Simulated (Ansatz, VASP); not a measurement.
Two plane-wave programs on Li2O

```
CELL_PARAMETERS angstrom
0.00000 2.32685 2.32685
2.32685 0.00000 2.32685
2.32685 2.32685 0.00000
ATOMIC_POSITIONS crystal
Li 0.75000 0.75000 0.75000
Li 0.25000 0.25000 0.25000
O 0.00000 0.00000 0.00000
```

Alike in both runs: task relaxation of cell and atoms; functional PBE; dispersion D3(BJ); k mesh 6 × 6 × 6; occupations gaussian, width 0.1 eV; no spin polarisation.

|  | VASP | Ansatz |
| --- | --- | --- |
| version | VASP 6.6.1 | Ansatz 0.2.0 |
| potentials or method | VASP PAW PBE potentials, release 64 (Li_sv, O) | scalar-relativistic, plane waves, PAW |
| plane-wave cutoff (eV) | 600 | 420 |
| valence electrons in the cell | 12 | 12 |

|  | VASP | Ansatz | Ansatz less VASP |
| --- | --- | --- | --- |
| gap on the k mesh at the Fermi level, each at its own relaxed structure (eV) | 5.10 | 5.10 | +0.009 |
| relaxed volume (Å³/atom) | 7.71 | 7.75 | +0.035 |
| relaxed cell length with the largest relative difference (Å) | 3.199 | 3.203 | +0.0048 |
| energy change over the relaxation (meV/atom) | -16 | -15 | +1.6 |

Caveats: the cutoff is under 1.25 times the usual one of these potentials, so pressure, stress and relaxed cells hold a basis-set (Pulay) error (VASP). As with any semilocal functional, this PBE gap is likely too small. A k mesh can miss the band edges.
